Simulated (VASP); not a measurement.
# Se (Pm-3m) in VASP: notebook

The runs below take Se through single point, with PBE.

All numbers are computed with VASP 6.6.1; they aren't measurements. Logs are shortened: lines on timing, memory, paths and dates and some standing lists are left out, and cuts for length are marked.

## 1. The crystal as given

It takes space group Pm-3m (No. 221, cubic). The conventional cell has a = 2.811 Å, b = 2.811 Å, c = 2.811 Å, α = 90.00°, β = 90.00°, γ = 90.00°. Se (site symmetry m-3m) has 6 Se at 2.81 Å as nearest neighbours.

This isn't the form of Se at room conditions, which is trigonal, of chains.

## 2. Single point, PBE

INCAR reads:

```
ADDGRID = F
ALGO = Normal
EDIFF = 1E-4
ENCUT = 460
GGA = PE
ISIF = 2
ISMEAR = 0
LASPH = T
LCHARG = F
LREAL = Auto
LWAVE = F
NELM = 100
PREC = Normal
SIGMA = 0.05
```

KPOINTS reads:

```
k-points
0
Gamma
  5 5 5
```

POSCAR reads:

```
Se
1.0
    2.8105630200      0.0000000000      0.0000000000
    0.0000000000      2.8105630200      0.0000000000
    0.0000000000      0.0000000000      2.8105630200
Se
1
Direct
    0.0000000000      0.0000000000      0.0000000000
```

Potentials or basis: VASP PAW PBE potentials, release 64 (Se).

Started as:

```console
> cat potpaw_PBE.64/Se/POTCAR > POTCAR
> mpirun -np 1 vasp_std > vasp.out
```

OUTCAR:

```text
EDIFF = 1E-4
   ENCUT = 460
   GGA = PE
   ISIF = 2
   ISMEAR = 0
   LASPH = T
   LREAL = Auto
   NELM = 100
   PREC = Normal

 Found     10 irreducible k-points:

 Following reciprocal coordinates:
            Coordinates               Weight
  0.000000  0.000000  0.000000      1.000000
  0.200000  0.000000  0.000000      6.000000
  0.400000  0.000000  0.000000      6.000000
  0.200000  0.200000  0.000000     12.000000
  0.400000  0.200000  0.000000     24.000000
  0.400000  0.400000  0.000000     12.000000
   k-points           NKPTS =     10   k-points in BZ     NKDIM =     10   number of bands    NBANDS=      7
   number of dos      NEDOS =    301   number of ions     NIONS =      1
   total plane-waves  NPLWV =   4096
   dimension x,y,z NGX =    16 NGY =   16 NGZ =   16
   dimension x,y,z NGXF=    32 NGYF=   32 NGZF=   32
   ions per type =               1
   NGX,Y,Z   is equivalent  to a cutoff of   9.46,  9.46,  9.46 a.u.
   NGXF,Y,Z  is equivalent  to a cutoff of  18.93, 18.93, 18.93 a.u.
 SYSTEM =  unknown system
   PREC   = normal    normal or accurate (medium, high low for compatibility)
   ISTART =      0    job   : 0-new  1-cont  2-samecut
   ICHARG =      2    charge: 1-file 2-atom 10-const
   ISPIN  =      1    spin polarized calculation?
   LNONCOLLINEAR =      F non collinear calculations
   LSORBIT =      F    spin-orbit coupling
   LASPH  =      T    aspherical Exc in radial PAW
   ENCUT  =  460.0 eV  33.81 Ry    5.81 a.u.   4.92  4.92  4.92*2*pi/ulx,y,z
   NELM   =    100;   NELMIN=  2; NELMDL= -5     # of ELM steps
   EDIFF  = 0.1E-03   stopping-criterion for ELM
   LREAL  =      T    real-space projection
   EDIFFG = 0.1E-02   stopping-criterion for IOM
   NSW    =      0    number of steps for IOM
   IBRION =     -1    ionic relax: 0-MD 1-quasi-New 2-CG
   NFREE  =      0    steps in history (QN), initial steepest desc. (CG)
   ISIF   =      2    stress and relaxation
   ISYM   =      2    0-nonsym 1-usesym 2-fastsym
   POTIM  = 0.5000    time-step for ionic-motion
   TEBEG  =    0.0;   TEEND  =   0.0 temperature during run
   PSTRESS=    0.0 pullay stress
   NELECT =       6.0000    total number of electrons
   NUPDOWN=      -1.0000    fix difference up-down
   EMIN   =  10.00;   EMAX   =-10.00  energy-range for DOS
   EFERMI =   0.00;   METHOD = LEGACY
   ISMEAR =     0;   SIGMA  =   0.05  broadening in eV -4-tet -1-fermi 0-gaus
   EFERMI_NEDOS =   21; number of points for ismear=-14 and -15
   IALGO  =     38    algorithm
   IMIX   =      4    mixing-type and parameters
     AMIX     =   0.40;   BMIX     =  1.00
     AMIX_MAG =   1.60;   BMIX_MAG =  1.00
  volume/ion in A,a.u.               =      22.20       149.82
  Fermi-wavevector in a.u.,A,eV,Ry     =   1.058438  2.000157 15.242472  1.120290
  Thomas-Fermi vector in A             =   2.193747
   LORBIT       =      0    0 simple, 1 ext, 2 COOP (PROOUT), +10 PAW based schemes
   GGA     = PE    functional components
   LHFCALC =     F    Hartree Fock is set to
   AEXX    =    0.0000 exact exchange contribution
   IVDW    =     0    specifies the selected vdW correction
   LEPSILON=     F    determine dielectric tensor
   LRPA    =     F    only Hartree local field effects (RPA)
 non-spin polarized calculation
 Gauss-broadening in eV      SIGMA  =   0.05
  energy-cutoff  :      460.00
  volume of cell :       22.20
 maximum number of plane-waves:       507
   NGX =  9   NGY =  9   NGZ =  9

 number of electron       5.9999988 magnetization

 Free energy of the ion-electron system (eV)
  ---------------------------------------------------
  ext. energy  EPLUGINS =         0.00000000
  ---------------------------------------------------
  free energy    TOTEN  =        -3.11426369 eV

  energy without entropy =       -3.11218225  energy(sigma->0) =       -3.11322297

 E-fermi :   4.4091     XC(G=0):  -9.9998

 val. band max:        4.3601678274   @ k =   0.4000   0.2000   0.2000
 cond. band min:       4.6523362113   @ k =   0.4000   0.2000   0.2000
 fundamental gap:      0.2921683839
 Fermi energy:         4.4090640537

 k-point     1 :       0.0000    0.0000    0.0000
  band No.  band energies     occupation
      1     -11.2956      2.00000
      2       6.3181      0.00000
      3       6.3181      0.00000
      4       6.3181      0.00000
      5      12.6459      0.00000
      6      12.6459      0.00000
      7      12.8715      0.00000

 k-point     2 :       0.2000    0.0000    0.0000
  band No.  band energies     occupation
      1     -10.7355      2.00000
      2       2.4295      2.00000
      3       6.7492      0.00000
      4       6.7492      0.00000
      5      13.2093      0.00000
      6      13.4874      0.00000
      7      17.6465      0.00000

 k-point     3 :       0.4000    0.0000    0.0000
  band No.  band energies     occupation
      1      -9.4744      2.00000
      2      -1.5347      2.00000
      3       7.6001      0.00000
      4       7.6001      0.00000
      5      14.5072      0.00000
      6      15.5017      0.00000
      7      18.7730      0.00000

 k-point     4 :       0.2000    0.2000    0.0000
  band No.  band energies     occupation
      1     -10.1765      2.00000
      2       2.8962      2.00000
      3       2.9835      2.00000
      4       7.1728      0.00000
      5      13.9140      0.00000
      6      16.2051      0.00000
      7      18.5139      0.00000

 k-point     5 :       0.4000    0.2000    0.0000
  band No.  band energies     occupation
      1      -8.9175      2.00000
      2      -1.0000      2.00000
      3       4.0241      2.00000
      4       8.0046      0.00000
      5      12.9143      0.00000
      6      15.7600      0.00000
      7      19.5630      0.00000

 k-point     6 :       0.4000    0.4000    0.0000
  band No.  band energies     occupation
      1      -7.6613      2.00000
      2       0.1353      2.00000
      3       0.1792      2.00000
      4       8.7871      0.00000
      5       9.0064      0.00000
      6      17.3927      0.00000
      7      20.7115      0.00000

 [... further k-points ...]
[... 5 lines left out ...]
  --------------------------------------------------------------------------------------
  -------------------------------------------------------------------------------------
  Total        0.0332653      0.0332653      0.0332653     -0.0000000     -0.0000000      0.0000000
  in kB        2.4006092      2.4006092      2.4006092     -0.0000000     -0.0000000      0.0000000
  external PRESSURE =       2.4006092 kB  Pullay stress =       0.0000000 kB

 VOLUME and BASIS-vectors are now :
 -----------------------------------------------------------------------------
  energy-cutoff  :      460.00
  volume of cell :       22.20
      direct lattice vectors                 reciprocal lattice vectors
     2.810563020  0.000000000  0.000000000     0.355800597  0.000000000  0.000000000
     0.000000000  2.810563020  0.000000000     0.000000000  0.355800597  0.000000000
     0.000000000  0.000000000  2.810563020     0.000000000  0.000000000  0.355800597

 POSITION                                       TOTAL-FORCE (eV/Angst)
 -----------------------------------------------------------------------------------
      0.00000      0.00000      0.00000         0.000000      0.000000      0.000000
 -----------------------------------------------------------------------------------
    total drift:                                0.000000      0.000000     -0.000000

  FREE ENERGIE OF THE ION-ELECTRON SYSTEM (eV)
  ---------------------------------------------------
  free  energy   TOTEN  =        -3.1142636921 eV

  energy  without entropy=       -3.1121822483  energy(sigma->0) =       -3.11322297
```

Run time: 1.1 s. Hardware: 1 thread of Intel Xeon 6975P-C (Granite Rapids), shared host; peak memory 0.11 GiB.

These settings aren't checked as converged: the numbers below hold their error.

Results:

```yaml
Free_energy: -3.1143 eV
Pressure: 0.2 GPa
Band_gap_on_the_k_mesh: none (metal or under the smearing width)
```

Caveat: the k mesh is coarse (spacing up to 0.45 Å⁻¹), so the values aren't converged.

## 3. Single point, PBE

INCAR reads:

```
ADDGRID = F
ALGO = Normal
EDIFF = 1E-6
ENCUT = 340
GGA = PE
ISIF = 2
ISMEAR = 0
LASPH = T
LCHARG = F
LREAL = F
LWAVE = F
NELM = 100
PREC = Accurate
SIGMA = 0.05
```

KPOINTS reads:

```
k-points
0
Gamma
  6 6 6
```

POSCAR is that of step 2.

Potentials or basis: VASP PAW PBE potentials, release 64 (Se).

Started as:

```console
> cat potpaw_PBE.64/Se/POTCAR > POTCAR
> mpirun -np 1 vasp_std > vasp.out
```

OUTCAR:

```text
EDIFF = 1E-6
   ENCUT = 340
   GGA = PE
   ISIF = 2
   ISMEAR = 0
   LASPH = T
   LREAL = F
   NELM = 100
   PREC = Accurate

 Found     20 irreducible k-points:

 Following reciprocal coordinates:
            Coordinates               Weight
  0.000000  0.000000  0.000000      1.000000
  0.166667  0.000000  0.000000      6.000000
  0.333333  0.000000  0.000000      6.000000
  0.500000  0.000000  0.000000      3.000000
  0.166667  0.166667  0.000000     12.000000
  0.333333  0.166667  0.000000     24.000000
   k-points           NKPTS =     20   k-points in BZ     NKDIM =     20   number of bands    NBANDS=      7
   number of dos      NEDOS =    301   number of ions     NIONS =      1
   total plane-waves  NPLWV =   5832
   dimension x,y,z NGX =    18 NGY =   18 NGZ =   18
   dimension x,y,z NGXF=    36 NGYF=   36 NGZF=   36
   ions per type =               1
   NGX,Y,Z   is equivalent  to a cutoff of  10.65, 10.65, 10.65 a.u.
   NGXF,Y,Z  is equivalent  to a cutoff of  21.29, 21.29, 21.29 a.u.
 SYSTEM =  unknown system
   PREC   = accura    normal or accurate (medium, high low for compatibility)
   ISTART =      0    job   : 0-new  1-cont  2-samecut
   ICHARG =      2    charge: 1-file 2-atom 10-const
   ISPIN  =      1    spin polarized calculation?
   LNONCOLLINEAR =      F non collinear calculations
   LSORBIT =      F    spin-orbit coupling
   LASPH  =      T    aspherical Exc in radial PAW
   ENCUT  =  340.0 eV  24.99 Ry    5.00 a.u.   4.23  4.23  4.23*2*pi/ulx,y,z
[... 50 lines left out ...]

 E-fermi :   4.9036     XC(G=0): -10.0029

 val. band max:        4.7153684817   @ k =   0.3333   0.1667   0.1667
 cond. band min:       4.9274005899   @ k =   0.3333   0.1667   0.1667
 fundamental gap:      0.2120321082
 Fermi energy:         4.9035526355

 k-point     1 :       0.0000    0.0000    0.0000
  band No.  band energies     occupation
      1     -11.2958      2.00000
      2       6.3175      0.00000
      3       6.3175      0.00000
      4       6.3175      0.00000
      5      12.6432      0.00000
      6      12.6432      0.00000
      7      12.8678      0.00000
[... 41 lines left out ...]
 k-point     6 :       0.3333    0.1667    0.0000
  band No.  band energies     occupation
      1      -9.4988      2.00000
      2      -0.1265      2.00000
      3       4.4807      2.00000
      4       7.6323      0.00000
      5      14.2836      0.00000
      6      15.2640      0.00000
      7      18.6860      0.00000

 [... further k-points ...]
[... 5 lines left out ...]
  --------------------------------------------------------------------------------------
  -------------------------------------------------------------------------------------
  Total        0.1438266      0.1438266      0.1438266      0.0000000      0.0000000     -0.0000000
  in kB       10.3793399     10.3793399     10.3793399      0.0000000      0.0000000     -0.0000000
  external PRESSURE =      10.3793399 kB  Pullay stress =       0.0000000 kB

 VOLUME and BASIS-vectors are now :
 -----------------------------------------------------------------------------
  energy-cutoff  :      340.00
  volume of cell :       22.20
      direct lattice vectors                 reciprocal lattice vectors
     2.810563020  0.000000000  0.000000000     0.355800597  0.000000000  0.000000000
     0.000000000  2.810563020  0.000000000     0.000000000  0.355800597  0.000000000
     0.000000000  0.000000000  2.810563020     0.000000000  0.000000000  0.355800597

 POSITION                                       TOTAL-FORCE (eV/Angst)
 -----------------------------------------------------------------------------------
      0.00000      0.00000      0.00000         0.000000      0.000000      0.000000
 -----------------------------------------------------------------------------------
    total drift:                               -0.000000      0.000000      0.000000

  FREE ENERGIE OF THE ION-ELECTRON SYSTEM (eV)
  ---------------------------------------------------
  free  energy   TOTEN  =        -3.1670469101 eV

  energy  without entropy=       -3.1645499239  energy(sigma->0) =       -3.16579842
```

OSZICAR:

```text
N       E                     dE             d eps       ncg     rms          rms(c)
DAV:   1     0.655205956824E+01    0.65521E+01   -0.22186E+03   280   0.522E+02
DAV:   2    -0.296848941963E+01   -0.95205E+01   -0.89361E+01   371   0.678E+01
DAV:   3    -0.316167174232E+01   -0.19318E+00   -0.19042E+00   322   0.970E+00
DAV:   4    -0.316201960331E+01   -0.34786E-03   -0.34786E-03   427   0.443E-01
DAV:   5    -0.316201969583E+01   -0.92519E-07   -0.92231E-07   329   0.547E-03    0.352E+00
DAV:   6    -0.316489256674E+01   -0.28729E-02   -0.88752E-04   378   0.259E-01    0.210E+00
DAV:   7    -0.316699361032E+01   -0.21010E-02   -0.19450E-03   308   0.385E-01    0.476E-02
DAV:   8    -0.316704275846E+01   -0.49148E-04   -0.81994E-05   357   0.741E-02    0.652E-03
DAV:   9    -0.316704616302E+01   -0.34046E-05   -0.26525E-06   350   0.133E-02    0.416E-03
DAV:  10    -0.316704691012E+01   -0.74710E-06   -0.20791E-06   329   0.955E-03
   1 F= -.31670469E+01 E0= -.31657984E+01  d E =-.249699E-02
```

stdout:

```text
POSCAR found type information on POSCAR Se
 POSCAR found :  1 types and       1 ions
 scaLAPACK will be used
 LDA part: xc-table for (Slater+PW92), standard interpolation
 POSCAR, INCAR and KPOINTS ok, starting setup
 FFT: planning ... GRIDC
 FFT: planning ... GRID_SOFT
 FFT: planning ... GRID
 WAVECAR not read
 entering main loop
```

Run time: 1.4 s. Hardware: 1 thread of Intel Xeon 6975P-C (Granite Rapids), shared host; peak memory 0.11 GiB.

The run converged, but some of its settings lie outside the range that counts as converged, so its numbers aren't taken as properties of the crystal.

What came out:

| Quantity | Value |
| --- | --- |
| Free energy | -3.1670 eV |
| Pressure | 1.0 GPa |
| Band gap on the k mesh | none (metal or under the smearing width) |

Caveat: the k mesh is coarse (spacing up to 0.37 Å⁻¹), so the values aren't converged.

## 4. Single point, PBE

INCAR, as its differences from that of step 3:

```diff
@@ -3,3 +3,3 @@
 EDIFF = 1E-6
-ENCUT = 340
+ENCUT = 520
 GGA = PE
```

KPOINTS reads:

```
k-points
0
Gamma
  5 5 5
```

POSCAR is that of step 3.

Potentials or basis: VASP PAW PBE potentials, release 64 (Se).

Started as:

```console
> cat potpaw_PBE.64/Se/POTCAR > POTCAR
> mpirun -np 1 vasp_std > vasp.out
```

OUTCAR:

```text
EDIFF = 1E-6
   ENCUT = 520
   GGA = PE
   ISIF = 2
   ISMEAR = 0
   LASPH = T
   LREAL = F
   NELM = 100
   PREC = Accurate

 Found     10 irreducible k-points:

 Following reciprocal coordinates:
            Coordinates               Weight
  0.000000  0.000000  0.000000      1.000000
  0.200000  0.000000  0.000000      6.000000
  0.400000  0.000000  0.000000      6.000000
  0.200000  0.200000  0.000000     12.000000
  0.400000  0.200000  0.000000     24.000000
  0.400000  0.400000  0.000000     12.000000
   k-points           NKPTS =     10   k-points in BZ     NKDIM =     10   number of bands    NBANDS=      7
[... 128 lines left out ...]
      3       0.1795      2.00000
      4       8.7873      0.00000
      5       9.0088      0.00000
      6      17.3924      0.00000
      7      20.7110      0.00000

 [... further k-points ...]
[... 5 lines left out ...]
  --------------------------------------------------------------------------------------
  -------------------------------------------------------------------------------------
  Total        0.0199837      0.0199837      0.0199837     -0.0000000     -0.0000000      0.0000000
  in kB        1.4421377      1.4421377      1.4421377     -0.0000000     -0.0000000      0.0000000
  external PRESSURE =       1.4421377 kB  Pullay stress =       0.0000000 kB

 VOLUME and BASIS-vectors are now :
 -----------------------------------------------------------------------------
  energy-cutoff  :      520.00
  volume of cell :       22.20
      direct lattice vectors                 reciprocal lattice vectors
     2.810563020  0.000000000  0.000000000     0.355800597  0.000000000  0.000000000
     0.000000000  2.810563020  0.000000000     0.000000000  0.355800597  0.000000000
     0.000000000  0.000000000  2.810563020     0.000000000  0.000000000  0.355800597

 POSITION                                       TOTAL-FORCE (eV/Angst)
 -----------------------------------------------------------------------------------
      0.00000      0.00000      0.00000         0.000000      0.000000      0.000000
 -----------------------------------------------------------------------------------
    total drift:                               -0.000000      0.000000      0.000000

  FREE ENERGIE OF THE ION-ELECTRON SYSTEM (eV)
  ---------------------------------------------------
  free  energy   TOTEN  =        -3.1146395353 eV

  energy  without entropy=       -3.1125580915  energy(sigma->0) =       -3.11359881
```

OSZICAR:

```text
N       E                     dE             d eps       ncg     rms          rms(c)
DAV:   1     0.124549775605E+02    0.12455E+02   -0.27221E+03   140   0.717E+02
DAV:   2    -0.284234892488E+01   -0.15297E+02   -0.14305E+02   203   0.804E+01
DAV:   3    -0.310886530132E+01   -0.26652E+00   -0.26638E+00   154   0.120E+01
DAV:   4    -0.310927486414E+01   -0.40956E-03   -0.40956E-03   217   0.582E-01
DAV:   5    -0.310927495902E+01   -0.94877E-07   -0.95269E-07   154   0.624E-03    0.328E+00
DAV:   6    -0.311231257732E+01   -0.30376E-02   -0.10628E-03   189   0.281E-01    0.195E+00
DAV:   7    -0.311457853211E+01   -0.22660E-02   -0.23237E-03   154   0.416E-01    0.540E-02
DAV:   8    -0.311463525980E+01   -0.56728E-04   -0.10283E-04   203   0.839E-02    0.628E-03
DAV:   9    -0.311463861217E+01   -0.33524E-05   -0.24198E-06   175   0.132E-02    0.453E-03
DAV:  10    -0.311463953527E+01   -0.92311E-06   -0.24311E-06   168   0.106E-02
   1 F= -.31146395E+01 E0= -.31135988E+01  d E =-.208144E-02
```

Run time: 1.6 s. Hardware: 1 thread of Intel Xeon 6975P-C (Granite Rapids), shared host; peak memory 0.13 GiB.

These settings aren't checked as converged: the numbers below hold their error.

Results:

```yaml
Free_energy: -3.1146 eV
Pressure: 0.1 GPa
Band_gap_on_the_k_mesh: none (metal or under the smearing width)
```

Caveat: the k mesh is coarse (spacing up to 0.45 Å⁻¹), so the values aren't converged.
